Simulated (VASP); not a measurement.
# NaCl in VASP: one cell, several levels of theory

What does VASP give for NaCl in the zincblende structure, under -1.5 % strain along [111] alone, the cell held fixed? Runs: PBE, r2SCAN. This is a trial cell built on a prototype, not taken from a measured structure, and it needn't be the compound's ground state.

Program: VASP 6.6.1. PAW datasets, plane waves. Computed, not measured; no magnetism was allowed, and the structure may never have been made.

## Step 1: The cell

The cell comes from an earlier relaxation with r2SCAN in another program, then strained, with the atoms relaxed again.

The symmetry is R3m (No. 160, trigonal); conventional cell a = 4.366 Å, c = 10.534 Å, 28.98 Å³ an atom. Around Na lie 4 Cl at 2.66 Å; around Cl lie 4 Na at 2.66 Å.

Structure file:

```
CELL_PARAMETERS angstrom
-0.03087 3.05640 3.05640
3.05640 -0.03087 3.05640
3.05640 3.05640 -0.03087
ATOMIC_POSITIONS crystal
Na 0.99881 0.99881 0.99881
Cl 0.25119 0.25119 0.25119
```

## Step 2: Single point with PBE

File INCAR:

```
ENCUT = 520.000000
SIGMA = 0.020000
EDIFF = 1.00e-07
GGA = PE
PREC = Accurate
IBRION = -1
ISIF = 2
ISMEAR = -1
NBANDS = 14
NELM = 120
NSW = 0
LASPH = .TRUE.
LCHARG = .FALSE.
LWAVE = .FALSE.
LREAL = .FALSE.
```

File KPOINTS:

```
KPOINTS created by Atomic Simulation Environment
0
Gamma
8 8 8
0 0 0
```

File KPOINTS_OPT:

```
special points
6
Reciprocal
0.0000000000 0.0000000000 0.0000000000 1
-0.5000000000 -0.5000000000 0.0000000000 1
-0.3750000000 -0.3750000000 0.2500000000 1
-0.3750000000 0.0000000000 0.3750000000 1
0.0000000000 0.0000000000 0.5000000000 1
-0.5000000000 -0.2500000000 0.2500000000 1
```

File POSCAR:

```
Na Cl
 1.0000000000000000
    -0.0308727285000000    3.0564001246000001    3.0564001246000001
     3.0564001246000001   -0.0308727285000000    3.0564001246000001
     3.0564001246000001    3.0564001246000001   -0.0308727285000000
 Na  Cl
   1   1
Cartesian
 -0.0072169753113562 -0.0072169753113562 -0.0072169753113562
  1.5276988554863566  1.5276988554863566  1.5276988554863564
```

The run uses the recommended PBE PAW datasets (14 valence electrons a neutral cell).

Started as:

```
mpirun -np 1 vasp_std
```

Standard output, without the iteration lines:

```text
POSCAR found type information on POSCAR NaCl
 POSCAR found :  2 types and       2 ions
 LDA part: xc-table for (Slater+PW92), standard interpolation
 POSCAR, INCAR and KPOINTS ok, starting setup
 FFT: planning ... GRIDC
 FFT: planning ... GRID_SOFT
 FFT: planning ... GRID
 WAVECAR not read
 entering main loop
 Start KPOINTS_OPT (optional k-point list driver)
k-point batch [1-6\6]
```

OSZICAR:

```text
N       E                     dE             d eps       ncg     rms          rms(c)
DAV:   1     0.100578593264E+03    0.10058E+03   -0.68637E+03  1820   0.934E+02
DAV:   2     0.323060322955E+01   -0.97348E+02   -0.89382E+02  1948   0.249E+02
DAV:   3    -0.674308881759E+01   -0.99737E+01   -0.99138E+01  2366   0.756E+01
DAV:   4    -0.692935526414E+01   -0.18627E+00   -0.18620E+00  2156   0.116E+01
DAV:   5    -0.693356752310E+01   -0.42123E-02   -0.42120E-02  2416   0.174E+00    0.236E+00
DAV:   6    -0.663198236065E+01    0.30159E+00   -0.55399E-01  2242   0.371E+00    0.173E+00
DAV:   7    -0.661573578419E+01    0.16247E-01   -0.12542E-01  2330   0.178E+00    0.118E+00
DAV:   8    -0.663136862641E+01   -0.15633E-01   -0.13515E-02  2006   0.864E-01    0.263E-01
DAV:   9    -0.663158709795E+01   -0.21847E-03   -0.28778E-04  2414   0.134E-01    0.163E-01
DAV:  10    -0.663263851848E+01   -0.10514E-02   -0.13510E-03  2000   0.221E-01    0.677E-02
DAV:  11    -0.663263128950E+01    0.72290E-05   -0.19748E-05  2516   0.465E-02    0.178E-02
DAV:  12    -0.663264097939E+01   -0.96899E-05   -0.10910E-05  2042   0.258E-02    0.366E-03
DAV:  13    -0.663264200103E+01   -0.10216E-05   -0.11738E-06  2318   0.666E-03    0.204E-03
DAV:  14    -0.663264185292E+01    0.14811E-06   -0.10327E-07  2216   0.171E-03    0.138E-03
DAV:  15    -0.663264190095E+01   -0.48033E-07   -0.10314E-08  2056   0.719E-04
   1 F= -.66326419E+01 E0= -.66326419E+01  d E =-.330726E-11
       N       E                     dE             ncg
DAV:   1     0.757453327074E+03   -0.27683E+04      168
DAV:   2     0.213867171816E+03   -0.54359E+03      174
DAV:   3     0.156873210490E+03   -0.56994E+02      216
DAV:   4     0.155739360078E+03   -0.11339E+01      198
DAV:   5     0.155715170870E+03   -0.24189E-01      222
DAV:   6     0.155714317972E+03   -0.85290E-03      224
DAV:   7     0.155714289255E+03   -0.28717E-04      230
DAV:   8     0.155714288142E+03   -0.11136E-05      236
DAV:   9     0.155714288105E+03   -0.36496E-07      198
```

The lines after F= are the extra pass for the points of KPOINTS_OPT, at fixed density; their E is not a total energy.

From OUTCAR:

```text
k-points           NKPTS =     65   k-points in BZ     NKDIM =     65   number of bands    NBANDS=     14

   NELECT =      14.0000    total number of electrons

   dimension x,y,z NGX =    32 NGY =   32 NGZ =   32
   dimension x,y,z NGXF=    64 NGYF=   64 NGZF=   64

  energy-cutoff  :      520.00
  volume of cell :       57.97
      direct lattice vectors                 reciprocal lattice vectors
    -0.030872728  3.056400125  3.056400125    -0.161133127  0.162777343  0.162777343
     3.056400125 -0.030872728  3.056400125     0.162777343 -0.161133127  0.162777343
     3.056400125  3.056400125 -0.030872728     0.162777343  0.162777343 -0.161133127

 k-points in reciprocal lattice and weights: KPOINTS created by Atomic Simulation Env
   0.00000000  0.00000000  0.00000000       0.002
   0.12500000  0.00000000  0.00000000       0.012
   0.25000000  0.00000000  0.00000000       0.012
   0.37500000  0.00000000 -0.00000000       0.012
   0.50000000  0.00000000  0.00000000       0.006
   0.12500000  0.12500000  0.00000000       0.012
   0.25000000  0.12500000  0.00000000       0.023
   0.37500000  0.12500000 -0.00000000       0.023
[... 57 more k-points ...]

 E-fermi :  -1.8687

 k-point     1 :       0.0000    0.0000    0.0000
  band No.  band energies     occupation
      1     -22.9059      2.00000
      2     -22.9042      2.00000
      3     -22.9042      2.00000
      4     -14.4778      2.00000
      5      -2.3538      2.00000
      6      -2.3538      2.00000
      7      -2.3160      2.00000
      8       2.6349      0.00000
      9       8.8743      0.00000
     10       8.8743      0.00000
     11       9.0480      0.00000
     12      10.7049      0.00000
     13      10.7049      0.00000
     14      13.1673      0.00000

 k-point     2 :       0.1250    0.0000    0.0000
  band No.  band energies     occupation
      1     -22.9070      2.00000
      2     -22.9056      2.00000
      3     -22.9044      2.00000
      4     -14.4561      2.00000
      5      -2.5476      2.00000
      6      -2.3667      2.00000
      7      -2.3347      2.00000
      8       2.9977      0.00000
      9       8.5079      0.00000
     10       8.9706      0.00000
     11       9.1270      0.00000
     12      10.3420      0.00000
     13      10.3754      0.00000
     14      12.4727      0.00000

 k-point     3 :       0.2500    0.0000    0.0000
  band No.  band energies     occupation
      1     -22.9122      2.00000
      2     -22.9065      2.00000
      3     -22.9050      2.00000
      4     -14.4031      2.00000
      5      -2.9552      2.00000
      6      -2.3972      2.00000
      7      -2.3701      2.00000
      8       3.8553      0.00000
      9       7.7525      0.00000
     10       8.8355      0.00000
     11       8.9611      0.00000
     12      10.4492      0.00000
     13      10.5522      0.00000
     14      11.7926      0.00000

 k-point     4 :       0.3750    0.0000   -0.0000
  band No.  band energies     occupation
      1     -22.9176      2.00000
      2     -22.9071      2.00000
      3     -22.9056      2.00000
      4     -14.3492      2.00000
      5      -3.2992      2.00000
      6      -2.4270      2.00000
      7      -2.4043      2.00000
      8       4.7865      0.00000
      9       7.0220      0.00000
     10       8.4667      0.00000
     11       8.5854      0.00000
     12      11.4508      0.00000
     13      11.5904      0.00000
     14      11.7435      0.00000

 k-point     5 :       0.5000    0.0000    0.0000
  band No.  band energies     occupation
      1     -22.9199      2.00000
      2     -22.9074      2.00000
      3     -22.9058      2.00000
      4     -14.3267      2.00000
      5      -3.4287      2.00000
      6      -2.4391      2.00000
      7      -2.4183      2.00000
      8       5.2825      0.00000
      9       6.6243      0.00000
     10       8.3156      0.00000
     11       8.4355      0.00000
     12      12.1370      0.00000
     13      12.4990      0.00000
     14      12.6358      0.00000

 k-point     6 :       0.1250    0.1250    0.0000
  band No.  band energies     occupation
      1     -22.9077      2.00000
      2     -22.9055      2.00000
      3     -22.9048      2.00000
      4     -14.4486      2.00000
      5      -2.5473      2.00000
      6      -2.4020      2.00000
      7      -2.3740      2.00000
      8       3.1144      0.00000
      9       8.4493      0.00000
     10       9.0477      0.00000
     11       9.1637      0.00000
     12       9.5169      0.00000
     13      10.9129      0.00000
     14      13.4544      0.00000

 k-point     7 :       0.2500    0.1250    0.0000
  band No.  band energies     occupation
      1     -22.9114      2.00000
      2     -22.9066      2.00000
      3     -22.9054      2.00000
      4     -14.4058      2.00000
      5      -2.8524      2.00000
      6      -2.4364      2.00000
      7      -2.4170      2.00000
      8       3.7913      0.00000
      9       7.8977      0.00000
     10       8.5469      0.00000
     11       9.2221      0.00000
     12       9.6528      0.00000
     13      11.1085      0.00000
     14      12.7301      0.00000

 k-point     8 :       0.3750    0.1250   -0.0000
  band No.  band energies     occupation
      1     -22.9164      2.00000
      2     -22.9074      2.00000
      3     -22.9062      2.00000
      4     -14.3523      2.00000
      5      -3.1849      2.00000
      6      -2.4881      2.00000
      7      -2.4520      2.00000
      8       4.7018      0.00000
      9       7.1423      0.00000
     10       8.1678      0.00000
     11       8.9335      0.00000
     12      10.4851      0.00000
     13      11.9342      0.00000
     14      12.4146      0.00000

 k-point     9 :       0.5000    0.1250    0.0000
  band No.  band energies     occupation
      1     -22.9194      2.00000
      2     -22.9079      2.00000
      3     -22.9067      2.00000
      4     -14.3195      2.00000
      5      -3.3615      2.00000
      6      -2.5443      2.00000
      7      -2.4547      2.00000
      8       5.4901      0.00000
      9       6.4635      0.00000
     10       8.1418      0.00000
     11       8.6650      0.00000
     12      11.4458      0.00000
     13      12.6272      0.00000
     14      12.9386      0.00000

[... the tables of k-points 10 to 65 left out ...]

  Total        0.3621110      0.3621110      0.3621110      0.0188079      0.0188079      0.0188079
  in kB       10.0083155     10.0083155     10.0083155      0.5198283      0.5198283      0.5198283
  external PRESSURE =      10.0083155 kB  Pullay stress =       0.0000000 kB

 POSITION                                       TOTAL-FORCE (eV/Angst)
 -----------------------------------------------------------------------------------
      6.07471      6.07471      6.07471        -0.001199     -0.001199     -0.001199
      1.52770      1.52770      1.52770         0.001199      0.001199      0.001199
 -----------------------------------------------------------------------------------
    total drift:                               -0.000083     -0.000083     -0.000083

  FREE ENERGIE OF THE ION-ELECTRON SYSTEM (eV)
  ---------------------------------------------------
  free  energy   TOTEN  =        -6.6326419010 eV

  energy  without entropy=       -6.6326419009  energy(sigma->0) =       -6.63264190
```

Wall time 72 s (1 MPI rank of Intel Xeon Platinum 8488C, shared host); peak memory 0.21 GiB.

The levels at the points of KPOINTS_OPT are read from vasprun.xml.

Band energies at the special points (eV, zero at the top of v, the last band that the electrons fill by count):

```tsv
point	v−1	v	c	c+1
Γ	-0.04	0.00	4.95	11.19
X	-0.35	-0.31	7.02	9.07
U	-0.60	-0.28	7.68	9.17
K	-0.62	-0.24	7.68	9.15
L	-0.12	-0.10	7.60	8.94
W	-0.66	-0.38	7.85	9.60
```

PBE gives a direct gap of 4.95 eV at Γ. Pressure: 1.00 GPa; the forces vanish within 0.01 eV/Å.

[end of part 1 of 2]
